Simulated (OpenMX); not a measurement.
# RbBr under changes of volume

One of the cells (40.248 Å³/atom); the others are scaled copies at fixed shape and fractional positions:

```
Rb Br
1.0
     0.00000    3.42700    3.42700
     3.42700    0.00000    3.42700
     3.42700    3.42700    0.00000
Rb Br
1 1
Direct
  0.00000 0.00000 0.00000
  0.50000 0.50000 0.50000
```

| Property | Result |
| --- | --- |
| Program | OpenMX 3.8.5 |
| Functional | LDA |
| Potentials or basis | OpenMX 2013 LDA set, Rb11.0-s3p2d2, Br7.0-s3p2d2, fixed grid of 42 × 42 × 42 points |
| k mesh | 7 × 7 × 7 |
| Occupations | fermi-dirac, width 0.05 eV |
| Spin | no spin polarisation |

```csv
volume (Å³/atom),energy over the lowest point (meV/atom),gap on the mesh (eV)
37.833,0.00,4.05
38.638,?,?
39.443,6.87,3.95
40.248,12.21,3.90
41.053,18.62,3.86
41.858,26.03,3.81
42.663,34.19,3.77
```

Question: What does the run at 38.638 Å³/atom give?

Answer: Energy over the lowest point 2.74 meV/atom; gap on the mesh 4.00 eV.

Worked out: A Birch-Murnaghan fit of order 3 (a polynomial in V^(-2/3)) to the other rows has its minimum at 36.90 Å³/atom, just outside them, with B0 = V·E''(V) = 16.8 GPa and B' = 4.9. It gives 2.73 meV/atom at 38.638 Å³/atom, against the run's 2.74. A straight line through the other rows of the gap, of slope -2.33 eV per unit of ln V (its deformation potential), gives 4.00 eV, against the run's 4.00.

Energies are extrapolated to zero smearing.

Caveats: the basis of atomic orbitals isn't converged, which shifts pressures, moduli and gaps; an odd mesh through Γ misses points on the zone boundary, where band edges often lie (some runs).

Spin-orbit coupling on Br, Rb is left out.
